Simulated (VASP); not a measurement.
# TePb (Fm-3m) in VASP: notebook, part 2 of 2

VASP 6.6.1. The steps go on from the part before.

### Step 6. Single point, PBE-based screened hybrid

This run uses another cell than the first one, of 34.72 Å³/atom, 1.009 times its volume.

The input, POSCAR:

```
TePb
1.0
    0.0000000000      3.2622662285      3.2622662285
    3.2622662285      0.0000000000      3.2622662285
    3.2622662285      3.2622662285      0.0000000000
Pb Te
1 1
Direct
    0.0000000000      0.0000000000      0.0000000000
    0.5000000000      0.5000000000      0.5000000000
```

The input, INCAR.step1:

```
PREC     = Accurate       # precision mode
ENCUT    = 520            # plane-wave cutoff, eV
EDIFF    = 1E-5           # SCF threshold, eV
ISMEAR   = -1             # smearing method
SIGMA    = 0.05           # smearing width, eV
LREAL    = False          # projectors in reciprocal space
LASPH    = True           # aspherical terms in the spheres
NELM     = 80             # most SCF steps
ALGO     = Normal         # electronic algorithm
ISIF     = 2              # what is computed and relaxed
LWAVE    = True           # write WAVECAR
NBANDS   = 17             # bands
GGA      = PE             # functional
```

The input, INCAR.step2:

```
PREC     = Accurate       # precision mode
ENCUT    = 520            # plane-wave cutoff, eV
EDIFF    = 1E-6           # SCF threshold, eV
ISMEAR   = -1             # smearing method
SIGMA    = 0.05           # smearing width, eV
LREAL    = False          # projectors in reciprocal space
LASPH    = True           # aspherical terms in the spheres
NELM     = 80             # most SCF steps
ALGO     = Normal         # electronic algorithm
ISIF     = 2              # what is computed and relaxed
LWAVE    = False          # write WAVECAR
LCHARG   = True           # write CHGCAR
GGA      = PE             # functional
LHFCALC  = True           # exact exchange
AEXX     = 0.25           # exact-exchange fraction
HFSCREEN = 0.3            # screening, 1/A
PRECFOCK = Normal       
LELF     = True           # ELF
LVHAR    = True         
NBANDS   = 17             # bands
ISTART   = 1
```

The input, KPOINTS:

```
Automatic mesh
0
Gamma
  4 4 4
```

Potentials or basis: VASP PAW PBE potentials, release 64 (Pb_d, Te).

Launch:

```bash
$ cat potpaw_PBE.64/Pb_d/POTCAR potpaw_PBE.64/Te/POTCAR > POTCAR
$ cp INCAR.step1 INCAR
$ mpirun -np 1 vasp_std > vasp.out
$ cp INCAR.step2 INCAR
$ mpirun -np 1 vasp_std > vasp.out
```

OUTCAR:

```text
PREC = Accurate
   ENCUT = 520
   EDIFF = 1E-6
   ISMEAR = -1
   LREAL = False
   LASPH = True
   NELM = 80
   ISIF = 2
   GGA = PE
   LHFCALC = True
   AEXX = 0.25
   HFSCREEN = 0.3
   PRECFOCK = Normal
   ISTART = 1

 ion  position               nearest neighbor table
   1  0.000  0.000  0.000-   2 3.26   2 3.26   2 3.26   2 3.26   2 3.26   2 3.26
   2  0.500  0.500  0.500-   1 3.26   1 3.26   1 3.26   1 3.26   1 3.26   1 3.26

  LATTYP: Found a face centered cubic cell.
 ALAT       =     6.5245324570

  Lattice vectors:

 A1 = (   0.0000000000,   3.2622662285,   3.2622662285)
 A2 = (   3.2622662285,   0.0000000000,   3.2622662285)
 A3 = (   3.2622662285,   3.2622662285,   0.0000000000)

Analysis of symmetry for initial positions (statically):
=====================================================================
 Subroutine PRICEL returns:
 Original cell was already a primitive cell.

 Routine SETGRP: Setting up the symmetry group for a
 face centered cubic supercell.

 Subroutine GETGRP returns: Found 48 space group operations
[... 9 lines left out ...]

 Routine SETGRP: Setting up the symmetry group for a
 face centered cubic supercell.

 Subroutine GETGRP returns: Found 48 space group operations
[... 11 lines left out ...]
                                     Primitive cell

  volume of cell :      69.4366

  direct lattice vectors                    reciprocal lattice vectors
     0.000000000  3.262266229  3.262266229    -0.153267687  0.153267687  0.153267687
     3.262266229  0.000000000  3.262266229     0.153267687 -0.153267687  0.153267687
     3.262266229  3.262266229  0.000000000     0.153267687  0.153267687 -0.153267687

  length of vectors
     4.613541144  4.613541144  4.613541144     0.265467421  0.265467421  0.265467421

  position of ions in fractional coordinates (direct lattice)
     0.000000000  0.000000000  0.000000000
     0.500000000  0.500000000  0.500000000

  ion indices of the primitive-cell ions
   primitive index   ion index
                 1           1
                 2           2

----------------------------------------------------------------------------------------

 KPOINTS: Automatic mesh

Automatic generation of k-mesh.
 Grid dimensions read from file:
 generate k-points for:    4    4    4

 Generating k-lattice:

  Cartesian coordinates                     Fractional coordinates (reciprocal lattice)
    -0.038316922  0.038316922  0.038316922     0.250000000  0.000000000  0.000000000
     0.038316922 -0.038316922  0.038316922     0.000000000  0.250000000  0.000000000
     0.038316922  0.038316922 -0.038316922     0.000000000  0.000000000  0.250000000

  Length of vectors
     0.066366855  0.066366855  0.066366855

  Shift w.r.t. Gamma in fractional coordinates (k-lattice)
     0.000000000  0.000000000  0.000000000

 Subroutine IBZKPT returns following result:
 ===========================================

 Found      8 irreducible k-points:

 Following reciprocal coordinates:
            Coordinates               Weight
  0.000000  0.000000  0.000000      1.000000
  0.250000  0.000000  0.000000      8.000000
  0.500000  0.000000  0.000000      4.000000
  0.250000  0.250000  0.000000      6.000000
  0.500000  0.250000  0.000000     24.000000
 -0.250000  0.250000  0.000000     12.000000
  0.500000  0.500000  0.000000      3.000000
 -0.250000  0.500000  0.250000      6.000000
   k-points           NKPTS =      8   k-points in BZ     NKDIM =     64   number of bands    NBANDS=     17
   number of dos      NEDOS =    301   number of ions     NIONS =      2
   total plane-waves  NPLWV =  46656
   dimension x,y,z NGX =    36 NGY =   36 NGZ =   36
   dimension x,y,z NGXF=    72 NGYF=   72 NGZF=   72
   ions per type =               1   1
   NGX,Y,Z   is equivalent  to a cutoff of  12.97, 12.97, 12.97 a.u.
   NGXF,Y,Z  is equivalent  to a cutoff of  25.94, 25.94, 25.94 a.u.
 SYSTEM =  unknown system
   PREC   = accura    normal or accurate (medium, high low for compatibility)
   ISTART =      1    job   : 0-new  1-cont  2-samecut
   ICHARG =      0    charge: 1-file 2-atom 10-const
   ISPIN  =      1    spin polarized calculation?
   LNONCOLLINEAR =      F non collinear calculations
   LSORBIT =      F    spin-orbit coupling
   LASPH  =      T    aspherical Exc in radial PAW
   ENCUT  =  520.0 eV  38.22 Ry    6.18 a.u.   8.58  8.58  8.58*2*pi/ulx,y,z
   NELM   =     80;   NELMIN=  2; NELMDL=  0     # of ELM steps
   EDIFF  = 0.1E-05   stopping-criterion for ELM
   LREAL  =      F    real-space projection
   EDIFFG = 0.1E-04   stopping-criterion for IOM
   NSW    =      0    number of steps for IOM
   IBRION =     -1    ionic relax: 0-MD 1-quasi-New 2-CG
   NFREE  =      0    steps in history (QN), initial steepest desc. (CG)
   ISIF   =      2    stress and relaxation
   ISYM   =      3    0-nonsym 1-usesym 2-fastsym
   POTIM  = 0.5000    time-step for ionic-motion
   TEBEG  =    0.0;   TEEND  =   0.0 temperature during run
   PSTRESS=    0.0 pullay stress
   NELECT =      20.0000    total number of electrons
   NUPDOWN=      -1.0000    fix difference up-down
   EMIN   =  10.00;   EMAX   =-10.00  energy-range for DOS
   EFERMI =   0.00;   METHOD = LEGACY
   ISMEAR =    -1;   SIGMA  =   0.05  broadening in eV -4-tet -1-fermi 0-gaus
   EFERMI_NEDOS =   21; number of points for ismear=-14 and -15
   IALGO  =     38    algorithm
   IMIX   =      1    mixing-type and parameters
     AMIX     =   0.40;   BMIX     =  1.00
     AMIX_MAG =   1.60;   BMIX_MAG =  1.00
  volume/ion in A,a.u.               =      34.72       234.29
  Fermi-wavevector in a.u.,A,eV,Ry     =   1.081157  2.043090 15.903856  1.168900
  Thomas-Fermi vector in A             =   2.217166
   LORBIT       =      0    0 simple, 1 ext, 2 COOP (PROOUT), +10 PAW based schemes
   GGA     = PE    functional components
   LHFCALC =     T    Hartree Fock is set to
   PRECFOCK=normal    Normal, Fast or Accurate (Low or Medium for compatibility)
   ENCUT4O =  -1.0   cutoff for four orbital integrals eV
   NKREDX  =     1    reduce k-point grid by
   NKREDY  =     1    reduce k-point grid by
   NKREDZ  =     1    reduce k-point grid by
   AEXX    =    0.2500 exact exchange contribution
   HFSCREEN=    0.3000 screening length (either q_TF or 0.3 A-1)
   HFSCREENC=   0.3000 screening length for correlation (either q_TF or 0.3 A-1)
   ENCUTFOCK=  -1.0 apply spherical cutoff to Coloumb kernel
   IVDW    =     0    specifies the selected vdW correction
   LEPSILON=     F    determine dielectric tensor
   LRPA    =     F    only Hartree local field effects (RPA)
 non-spin polarized calculation
  energy-cutoff  :      520.00
  volume of cell :       69.44
 maximum number of plane-waves:      1893
 NGX is ok and might be reduce to    36
  NGX = 28; NGY = 28; NGZ = 28

 number of electron      20.0000003 magnetization

 Free energy of the ion-electron system (eV)
  ---------------------------------------------------
  ext. energy  EPLUGINS =         0.00000000
  ---------------------------------------------------
  free energy    TOTEN  =        -8.66146026 eV

  energy without entropy =       -8.66145569  energy(sigma->0) =       -8.66145797

 E-fermi :   5.5574     XC(G=0):  -7.7968

 val. band max:        5.0401987860   @ k =   0.5000   0.0000   0.0000
 cond. band min:       6.0746425598   @ k =   0.5000   0.0000   0.0000
 fundamental gap:      1.0344437738
 Fermi energy:         5.5574310302

 k-point     1 :       0.0000    0.0000    0.0000
  band No.  band energies     occupation
      1     -13.3402      2.00000
      2     -13.3402      2.00000
      3     -13.3250      2.00000
      4     -13.3250      2.00000
      5     -13.3250      2.00000
      6      -7.8404      2.00000
[... 9 lines left out ...]
     16      11.3254      0.00000
     17      12.9879      0.00000

 k-point     2 :       0.2500    0.0000    0.0000
  band No.  band energies     occupation
      1     -13.3471      2.00000
      2     -13.3471      2.00000
      3     -13.3238      2.00000
      4     -13.3180      2.00000
      5     -13.3180      2.00000
      6      -7.2919      2.00000
[... 9 lines left out ...]
     16      12.4613      0.00000
     17      15.8443      0.00000
[... 101 lines left out ...]
 k-point     8 :      -0.2500    0.5000    0.2500
  band No.  band energies     occupation
      1     -13.3804      2.00000
      2     -13.3430      2.00000
      3     -13.3183      2.00000
      4     -13.3183      2.00000
      5     -13.3020      2.00000
      6      -5.9354      2.00000
[... 9 lines left out ...]
     16      16.6326      0.00000
     17      16.6659      0.00000

------------------------ aborting loop because EDIFF is reached ----------------------------------------

  FORCE on cell =-STRESS in cart. coord.  units (eV):
  Direction    XX          YY          ZZ          XY          YZ          ZX
  --------------------------------------------------------------------------------------
  -------------------------------------------------------------------------------------
  Total       -0.0938496     -0.0938496     -0.0938496     -0.0000000     -0.0000000      0.0000000
  in kB       -2.1654827     -2.1654827     -2.1654827     -0.0000000     -0.0000000      0.0000000
  external PRESSURE =      -2.1654827 kB  Pullay stress =       0.0000000 kB

 VOLUME and BASIS-vectors are now :
 -----------------------------------------------------------------------------
  energy-cutoff  :      520.00
  volume of cell :       69.44
      direct lattice vectors                 reciprocal lattice vectors
     0.000000000  3.262266229  3.262266229    -0.153267687  0.153267687  0.153267687
     3.262266229  0.000000000  3.262266229     0.153267687 -0.153267687  0.153267687
     3.262266229  3.262266229  0.000000000     0.153267687  0.153267687 -0.153267687

 POSITION                                       TOTAL-FORCE (eV/Angst)
 -----------------------------------------------------------------------------------
      0.00000      0.00000      0.00000        -0.000000     -0.000000      0.000000
      3.26227      3.26227      3.26227         0.000000      0.000000      0.000000
 -----------------------------------------------------------------------------------
    total drift:                                0.000001      0.000001      0.000000

  FREE ENERGIE OF THE ION-ELECTRON SYSTEM (eV)
  ---------------------------------------------------
  free  energy   TOTEN  =        -8.6614602559 eV

  energy  without entropy=       -8.6614556922  energy(sigma->0) =       -8.66145797
```

Run time: 24 min. Hardware: 1 thread of AMD EPYC 7R13, shared host; peak memory 0.29 GiB.

Results:

| Quantity | Value |
| --- | --- |
| Free energy | -8.6615 eV |
| Pressure | -0.2 GPa |
| Band gap on the k mesh | 1.03 eV, direct |

Levels at points of the mesh, in eV from the valence-band top:
| k point | band 7 | band 8 | band 9 | band 10 | band 11 | band 12 | band 13 | band 14 |
| --- | --- | --- | --- | --- | --- | --- | --- | --- |
| (0.00, 0.00, 0.00) | -5.94 | -1.42 | -1.42 | -1.42 | 4.56 | 4.56 | 4.56 | 6.29 |
| (0.50, 0.00, 0.00) | -9.10 | -0.98 | -0.98 | 0.00 | 1.03 | 1.61 | 1.61 | 8.94 |
| (0.50, 0.50, 0.00) | -7.71 | -4.71 | -2.93 | -2.93 | 3.71 | 5.98 | 5.98 | 7.23 |

Caveat: the PAW data sets were made with another functional, which shifts forces and pressure a little; spin-orbit coupling is left out, which moves the levels of the heavy elements.

### Step 7. Summary

| level | cell | k mesh | grid for exact exchange (PRECFOCK) | share of exact exchange | screening parameter | pressure (GPa) |
| --- | --- | --- | --- | --- | --- | --- |
| PBE+D3(BJ) | a = 4.600 Å, angles 60.0°, 2 atoms | 7 × 7 × 7 | - | - | - | -0.7 |
| BLYP | a = 4.600 Å, angles 60.0°, 2 atoms | 7 × 7 × 7 | - | - | - | 4.4 |
| PBE+D3(BJ) | a = 4.629 Å, angles 60.0°, 2 atoms | 7 × 7 × 7 | - | - | - | -1.4 |
| BLYP | a = 4.629 Å, angles 60.0°, 2 atoms | 7 × 7 × 7 | - | - | - | 3.5 |
| PBE-based screened hybrid | a = 4.614 Å, angles 60.0°, 2 atoms | 4 × 4 × 4 | Normal | 0.25 | 0.3 1/Å | -0.2 |

Alike in all rows: task single point; potentials or basis VASP PAW PBE potentials, release 64 (Pb_d, Te); no spin polarisation; cutoff (eV) 520; smearing fermi-dirac 0.05 eV.

Caveats: spin-orbit coupling is left out, which moves the levels of the heavy elements; the PAW data sets were made with another functional, which shifts forces and pressure a little (some runs).

Total energies depend on the potentials used, so only differences within one code and one set of settings carry meaning.

### Step 8. Against experiment

Step 6. Measured gap of TePb: 0.19 eV (direct; 4.2 K; a printed reference work, monograph). This calculation gives 1.03 eV (+0.84 eV). Spin-orbit coupling on Pb, Te is left out. The value is that of PBE-based screened hybrid on a finite k mesh, which can miss the band edges, without temperature or zero-point motion.
